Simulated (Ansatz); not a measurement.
Computed with DFT PBE, scalar-relativistic, plane waves, PAW (Ansatz). All cells share a 420 eV cutoff and Γ-centred k meshes spaced at most about 0.3 Å⁻¹ (about 0.25 or finer for metals, 2π included). No spin polarisation in the final relaxations.

These are static total energies at zero pressure.

Compare these two cells of Mg5O, each relaxed at this level.

A.

Space group P-62m (No. 189). a = 7.119 Å, b = 7.119 Å, c = 2.911 Å, α = 90.00°, β = 90.00°, γ = 120.00°
| atom | site | symmetry | x | y | z |
| --- | --- | --- | --- | --- | --- |
| Mg | 3f | m2m | 0.0000 | 0.2347 | 0.0000 |
| Mg | 2d | -6.. | 0.6667 | 0.3333 | 0.5000 |
| O | 1b | -62m | 0.0000 | 0.0000 | 0.5000 |

B.

Space group P6/mmm (No. 191). a = 5.933 Å, b = 5.933 Å, c = 6.689 Å, α = 90.00°, β = 90.00°, γ = 120.00°
```json
{"atom": "Mg", "site": "3g", "symmetry": "mmm", "x": "0.5000", "y": "0.0000", "z": "0.5000"}
{"atom": "Mg", "site": "2e", "symmetry": "6mm", "x": "0.0000", "y": "0.0000", "z": "0.7290"}
{"atom": "O", "site": "1a", "symmetry": "6/mmm", "x": "0.0000", "y": "0.0000", "z": "0.0000"}
```

Question: Which would you expect to be lower, and how large is the difference?

Answer: A is lower, by 0.34 eV/atom. A has space group P-62m (No. 189), 21.3 Å³/atom and no gap on its mesh; B has space group P6/mmm (No. 191), 34.0 Å³/atom and no gap. Counting Mg atoms around O (those within 1.25 times the shortest such distance or 1.15 times the sum of covalent radii), A has O 6 and B has O 2. The denser one is the lower, and pressure would at first widen the difference. In A, Mg on a site of symmetry m2m has 2 O at 2.22 Å, 4 Mg at 2.89–2.91 Å and 4 Mg at 3.15 Å; Mg on a site of symmetry -6 has 2 Mg at 2.91 Å and 6 Mg at 3.15 Å; around O lie 6 Mg at 2.22 Å and 2 O at 2.91 Å. In B, Mg on a site of symmetry mmm has 4 Mg at 2.97 Å and 4 Mg at 3.34 Å; Mg on a site of symmetry 6mm is surrounded by 1 O at 1.81 Å, 1 Mg at 3.06 Å and 6 Mg at 3.34 Å; O is surrounded by 2 Mg at 1.81 Å. Both come from invented guesses. A third cell relaxed alike, in P-6m2, lies 198 meV/atom below the lower of the two.

Cells relaxed within their symmetry can be saddle points.

The preference for A probably reflects both stronger ionic binding around oxygen and better metallic cohesion. Oxygen takes up only a small part of the valence charge in so magnesium-rich a composition, leaving the rest in Mg s and p states, in line with the absence of a gap in both cells. In A, six cations surround each oxide ion, and the remaining magnesium packs closely enough for these states to overlap well. In B, oxygen sits in a linear Mg–O–Mg unit. Its 1.81 Å contacts are much shorter than those in rocksalt MgO, as expected when few bonds share the attraction, but this shortening evidently does not make up for the lost neighbours and the open metal framework. The energy difference alone cannot separate the ionic and metallic contributions.

The ordering holds only between these two structures: the P-6m2 cell, 198 meV/atom lower still, rules out A as the ground state. Whether any of them would survive separation into Mg metal and MgO, the expected outcome given oxygen's very low solubility in magnesium, remains untested.
